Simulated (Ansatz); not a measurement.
# Cu: the cost of one run

Program: Ansatz 0.2.0. Level of theory: DFT LDA, scalar-relativistic, plane waves, PAW, and further levels as typed in the inputs. These are calculated values, not measurements.

## Step 1: Starting point

It takes space group P-3m1 (No. 164, trigonal). Conventional cell: a = 2.556 Å, b = 2.556 Å, c = 45.218 Å, α = 90.00°, β = 90.00°, γ = 120.00°. Cu (site symmetry 3m) is surrounded by 9 Cu at 2.56 Å. Cu (site symmetry 3m) has 12 Cu at 2.56 Å in its first shell of neighbours. Cu (site symmetry -3m) has 12 Cu at 2.56 Å in its first shell of neighbours.

Structure file:

```
Cu
1.0
     2.55600    0.00000    0.00000
    -1.27800    2.21356    0.00000
     0.00000    0.00000   45.21800
Cu
15
Direct
  0.00000 0.00000 0.17692
  0.33333 0.66667 0.22307
  0.66667 0.33333 0.26923
  0.00000 0.00000 0.31538
  0.33333 0.66667 0.36154
  0.66667 0.33333 0.40769
  0.00000 0.00000 0.45385
  0.33333 0.66667 0.50000
  0.66667 0.33333 0.54615
  0.00000 0.00000 0.59231
  0.33333 0.66667 0.63846
  0.66667 0.33333 0.68462
  0.00000 0.00000 0.73077
  0.33333 0.66667 0.77693
  0.66667 0.33333 0.82308
```

## Step 2: Single point: Cu15 slab, no spin

The sheet is isolated along c: the input cuts the Coulomb interaction between periodic copies.

The input, input.yaml:

```yaml
crystal:
  lattice:
    - [2.556, 0.0, 0.0]
    - [-1.278, 2.2135609321, 0.0]
    - [0.0, 0.0, 45.218]
  atoms:
    - { symbol: Cu, position: [0.0, 0.0, 0.1769206953] }
    - { symbol: Cu, position: [0.3333333333, 0.6666666667, 0.2230748817] }
    - { symbol: Cu, position: [0.6666666667, 0.3333333333, 0.2692290681] }
    - { symbol: Cu, position: [0.0, 0.0, 0.3153832545] }
    - { symbol: Cu, position: [0.3333333333, 0.6666666667, 0.3615374408] }
    - { symbol: Cu, position: [0.6666666667, 0.3333333333, 0.4076916272] }
    - { symbol: Cu, position: [0.0, 0.0, 0.4538458136] }
    - { symbol: Cu, position: [0.3333333333, 0.6666666667, 0.5] }
    - { symbol: Cu, position: [0.6666666667, 0.3333333333, 0.5461541864] }
    - { symbol: Cu, position: [0.0, 0.0, 0.5923083728] }
    - { symbol: Cu, position: [0.3333333333, 0.6666666667, 0.6384625592] }
    - { symbol: Cu, position: [0.6666666667, 0.3333333333, 0.6846167455] }
    - { symbol: Cu, position: [0.0, 0.0, 0.7307709319] }
    - { symbol: Cu, position: [0.3333333333, 0.6666666667, 0.7769251183] }
    - { symbol: Cu, position: [0.6666666667, 0.3333333333, 0.8230793047] }
  periodic: [true, true, false]
scf:
  occupations: { method: gaussian, width: 0.05 }
  n_extra_bands: 24
output:
  eigenvalues: true
  eigenstates:
    kpoints:
      - [0.0, 0.0, 0.0]
      - [0.0125, 0.0, 0.0]
      - [0.025, 0.0, 0.0]
      - [0.0375, 0.0, 0.0]
      - [0.05, 0.0, 0.0]
      - [0.0625, 0.0, 0.0]
      - [0.075, 0.0, 0.0]
      - [0.0875, 0.0, 0.0]
    top_band: c10
    e_range: [-3, 1.5]
  write_density: true
  write_potential: true
  elf: true
  volumetric_format: npy
kpoints:
  mp_grid: { grid: [16, 16, 1] }
hamiltonian:
  xc: lda
```

Command:

```sh
ansatz run input.yaml --threads 8 --pin off --max-ram 28672MiB --backend cpu --events-out ev --progress --plain --runs-dir out
```

**Question.** How long does this run take on 8 threads of Arm Neoverse V2, shared host, and how much memory does it need?

About 57 s, with a peak of 4.3 GiB.
